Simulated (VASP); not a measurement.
**TiB2: relaxation of cell and atoms with PBEsol**

The system is TiB2.

```
Ti B
1.0
     3.02920    0.00000    0.00000
    -1.51460    2.62336    0.00000
     0.00000    0.00000    3.22840
Ti B
1 2
Direct
  0.00000 0.00000 0.00000
  0.33333 0.66667 0.50000
  0.66667 0.33333 0.50000
```

- Program: VASP 6.6.1
- Task: relaxation of cell and atoms
- Functional: PBEsol
- Potentials or basis: VASP PAW PBE potentials, release 64 (Ti_sv, B)
- Cutoff: 600 eV
- k mesh: 15 × 15 × 11
- Occupations: methfessel-paxton, width 0.1 eV
- Spin: no spin polarisation
- Further INCAR settings: ALGO = Normal; EDIFF = 1e-06; IBRION = 2; EDIFFG = -0.01; NSW = 90; ISIF = 3

The relaxed volume is 8.38 Å³/atom. The relaxed cell is a = 3.019 Å, b = 3.019 Å, c = 3.186 Å, α = 90.00°, β = 90.00°, γ = 120.00°, the space group after relaxing (to 0.05 Å) is P6/mmm (No. 191) and the energy gained by relaxing is 3.1 meV/atom. The ionic steps are 4 and the pressure after relaxing is 0.0 GPa. The band gap on the k mesh is none (metal or under the smearing width).

Step by step:
```csv
step,energy change (eV),largest force (eV/Å),pressure (GPa),volume (Å³)
1,0.0000,0.0000,-4.83,25.66
2,-0.0026,0.0000,4.88,24.71
3,-0.0086,0.0000,0.32,25.13
4,-0.0094,0.0000,0.01,25.14
```

Final structure:
```cif
data_structure
_symmetry_space_group_name_H-M 'P 1'
_symmetry_Int_Tables_number 1
_cell_length_a 3.0188
_cell_length_b 3.0188
_cell_length_c 3.1857
_cell_angle_alpha 90.000
_cell_angle_beta 90.000
_cell_angle_gamma 120.000
_cell_volume 25.14
loop_
_atom_site_label
_atom_site_type_symbol
_atom_site_fract_x
_atom_site_fract_y
_atom_site_fract_z
_atom_site_occupancy
Ti1 Ti 0.00000 0.00000 0.00000 1
B1 B 0.33333 0.66667 0.50000 1
B2 B 0.66667 0.33333 0.50000 1
```

Levels at points of the mesh, in eV from the Fermi level:
```tsv
k point	band 5	band 6	band 7	band 8	band 9	band 10	band 11	band 12	band 13
(0.00, 0.00, 0.00)	-13.57	-2.70	-2.70	-2.20	-2.17	1.96	1.96	3.84	3.84
```

Wall time 62 s on 1 thread of Intel(R) Xeon(R) 6975P-C (Granite Rapids) (shared host), peak memory 0.2 GiB.

Caveat: the PAW data sets were made with another functional, which shifts forces and pressure a little.
